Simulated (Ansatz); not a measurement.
Phase order of Cu along its cold isotherm

All-electron LAPW in Ansatz 0.2.0 under PBE, scalar-relativistic, energies extrapolated to zero smearing. Each structure type was compressed from its own relaxed volume, symmetry kept and shape relaxed on PAW files, and E(V) was fitted to energies and pressures; H = E + pV has no temperature or zero-point term. Only these types were tried: diamond (Fd-3m, 13×13×13 mesh, 19.18 Å³/atom at rest); fcc (Fm-3m, 18×18×18 mesh, 11.96 Å³/atom at rest); hcp (P6_3/mmc, 19×19×10 mesh, 11.97 Å³/atom at rest); beta tin (I4_1/amd, 17×17×17 mesh, 13.19 Å³/atom at rest); bcc (Im-3m, 18×18×18 mesh, 12.01 Å³/atom at rest); sc (Pm-3m, 16×16×16 mesh, 13.92 Å³/atom at rest); simple hexagonal (P6/mmm, 17×17×16 mesh, 13.01 Å³/atom at rest); omega (P6/mmm, 9×9×12 mesh, 12.17 Å³/atom at rest). Spin polarisation is left out. Spin–orbit coupling is left out; Fermi–Dirac smearing is 0.05 to 0.1 eV. Enthalpies carry a few meV/atom of noise from meshes and fits.

Enthalpies against fcc:

```
p (GPa)  diamond (meV/atom)  fcc (meV/atom)  hcp (meV/atom)  beta tin (meV/atom)  bcc (meV/atom)  sc (meV/atom)  simple hexagonal (meV/atom)  omega (meV/atom)
      0                1042               0               7                  329              40            471                          266                78
     14                1567               0               7                  422              43            620                          345                94
     37                2210               0               7                  542              47            812                          448               115
     69                2914               0               7                  676              51           1025                          564               138
    140                4132               0               8                  907              57           1397                          767               178
    230                5350               0               8                 1137              64           1767                          970               218
    340                6582               0               8                 1367              70           2137                         1173               258
    440                7553               0               8                 1547              75           2427                         1332               289
```

(1) What sequence of phases does this give?

## Answers

(1) Among the types tried, fcc is lowest at zero pressure and stays so up to 460 GPa.
